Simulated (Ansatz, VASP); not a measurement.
One calculation of CuAu3, two programs

File INCAR:

```
  PREC = Accurate
  ENCUT = 520
  EDIFF = 1E-6
  ISMEAR = 0
  SIGMA = 0.1
  LREAL = False
  LASPH = True
  NELM = 100
  ALGO = Fast
  ISIF = 2
  LWAVE = False
  LCHARG = True
  GGA = PS
  LELF = True
  LVHAR = True
  NBANDS = 30
```

KPOINTS

```
regular mesh
0
Gamma
  10 10 10
```

Contents of POSCAR:

```
CuAu3
1.0
    3.6693610000      0.0000000000      0.0000000000
    0.0000000000      3.9081610000      0.0000000000
    0.0000000000      0.0000000000      3.9081610000
Cu Au
1 3
Direct
    0.0000000000      0.0000000000      0.0000000000
    0.0000000000      0.5000000000      0.5000000000
    0.5213198024      0.0000000000      0.5000000000
    0.4786801976      0.5000000000      0.0000000000
```

Input for Ansatz:

```yaml
crystal:
  lattice:
    - [3.669361, 0.0, 0.0]
    - [0.0, 3.908161, 0.0]
    - [0.0, 0.0, 3.908161]
  atoms:
    - { symbol: Cu, position: [0.0, 0.0, 0.0] }
    - { symbol: Au, position: [0.0, 0.5, 0.5] }
    - { symbol: Au, position: [0.5213198024, 0.0, 0.5] }
    - { symbol: Au, position: [0.4786801976, 0.5, 0.0] }
basis:
  ecutwfc: 420
kpoints:
  mp_grid: { grid: [10, 10, 10] }
hamiltonian:
  xc: pbesol
scf:
  occupations: { method: gaussian, width: 0.1 }
output:
  forces: true
  stress: true
  eigenvalues: true
```

Alike in both runs: task single point; functional PBEsol; k mesh 10 × 10 × 10; occupations gaussian, width 0.1 eV; no spin polarisation.

```csv
,VASP,Ansatz
version,VASP 6.6.1,Ansatz 0.2.0
potentials or method,"VASP PAW PBE potentials, release 64 (Cu, Au)","scalar-relativistic, plane waves, PAW"
plane-wave cutoff (eV),520,420
valence electrons in the cell,44,76
```

|  | VASP | Ansatz | Ansatz less VASP |
| --- | --- | --- | --- |
| gap on the k mesh at the Fermi level (eV) | none | none | - |
| pressure (GPa) | 27.6 | 27.8 | +0.19 |
| largest component of the traceless stress (GPa) | 2.45 | 2.45 | +0.001 |
| rms of the force components (eV/Å) | 0.354 | 0.353 | -0.0002 |

Atom by atom the forces differ by 0.000 eV/Å (rms over components). A gap of «none» marks a metal or a gap that the smearing closes. The two sets of potentials don't hold the same shells in valence.

Caveats: so large a pressure means that the cell lies far from this level's equilibrium, or that cutoff or potentials fall short (VASP); the potentials were made for another functional, which shifts forces and pressure (VASP). The runs have no spin-orbit coupling, so splittings on Au are missing.
